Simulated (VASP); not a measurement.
Here is a VASP 6.6.1 calculation.

File INCAR:

```
SYSTEM = GaSb
  ALGO = Normal
  EDIFF = 1E-6
  EDIFFG = -0.01
  ENCUT = 600
  GGA = RP
  IBRION = 2
  ISIF = 3
  ISMEAR = -1
  LASPH = .True.
  LCHARG = .False.
  LREAL = .False.
  LWAVE = .False.
  NELM = 80
  NSW = 40
  PREC = Accurate
  SIGMA = 0.05
```

The input KPOINTS:

```
k-points
0
Gamma
  8 8 8
  0 0 0
```

Contents of POSCAR:

```
GaSb
1.0
    0.0000000000      3.0590000000      3.0590000000
    3.0590000000      0.0000000000      3.0590000000
    3.0590000000      3.0590000000      0.0000000000
Sb Ga
1 1
Direct
    0.7500000000      0.7500000000      0.7500000000
    0.0000000000      0.0000000000      0.0000000000
```

Potentials or basis: VASP PAW PBE potentials, release 64 (Sb, Ga_d).

Launch:

```bash
$ cat potpaw_PBE.64/Sb/POTCAR potpaw_PBE.64/Ga_d/POTCAR > POTCAR
$ mpirun -np 1 vasp_std > vasp.out
```

**Question.** Estimate the relaxed cell.

**Answer.** a = 4.443 Å, b = 4.443 Å, c = 4.443 Å, α = 60.00°, β = 60.00°, γ = 60.00°.

**Question.** Predict the band gap on the k mesh.

**Answer.** None (metal or under the smearing width).

**Question.** What does it give for the space group after relaxing (to 0.05 Å)?

**Answer.** F-43m (No. 216).

**Question.** What does it give for the relaxed volume?

**Answer.** 31.02 Å³/atom.

Final structure:
```
CELL_PARAMETERS angstrom
0.00000 3.14202 3.14202
3.14202 0.00000 3.14202
3.14202 3.14202 0.00000
ATOMIC_POSITIONS crystal
Sb 0.75000 0.75000 0.75000
Ga 0.00000 0.00000 0.00000
```

Caveat: the PAW data sets were made with another functional, which shifts forces and pressure a little; this crystal is a semiconductor, whose small gap the functional closes, so the metal is an error of the method. RPBE and its kin give volumes clearly too large for solids.
